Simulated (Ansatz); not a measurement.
Crystal: Co.

```
CELL_PARAMETERS angstrom
2.47056 0.00000 0.00000
-1.23528 2.13957 0.00000
0.00000 0.00000 8.08823
ATOMIC_POSITIONS crystal
Co 0.66667 0.33333 0.75000
Co 0.00000 0.00000 0.50000
Co 0.33333 0.66667 0.25000
Co 0.00000 0.00000 0.00000
```

Alike in all runs: program Ansatz 0.2.0; functional PBEsol; potentials or basis all-electron LAPW, scalar-relativistic; cutoff 290 eV (chosen from the basis error); basis error allowed 0.002 eV/atom; k mesh 12 × 12 × 4; occupations fermi-dirac, width 0.05 eV.

Starts and where they ended:

```csv
start,free energy over the lowest (meV/atom),net moment (μB),site or absolute moments (μB),gap
"collinear spin, ferrimagnetic start of up to 2 μB",0.0,6.59,"Co +1.70, +1.69",none (metal or under the smearing width)
no spin polarisation,191.8,-,-,none (metal or under the smearing width)
"collinear spin, ferromagnetic start of up to 2 μB",0.0,6.59,"Co +1.70, +1.69",none (metal or under the smearing width)
"collinear spin, antiferromagnetic start of up to 2 μB",0.0,-6.59,"Co -1.70, -1.69",none (metal or under the smearing width)
```

Allowing spin polarisation gains 192 meV/atom. A still lower state may exist.

Caveats: the starting moments weren't kept (some runs).
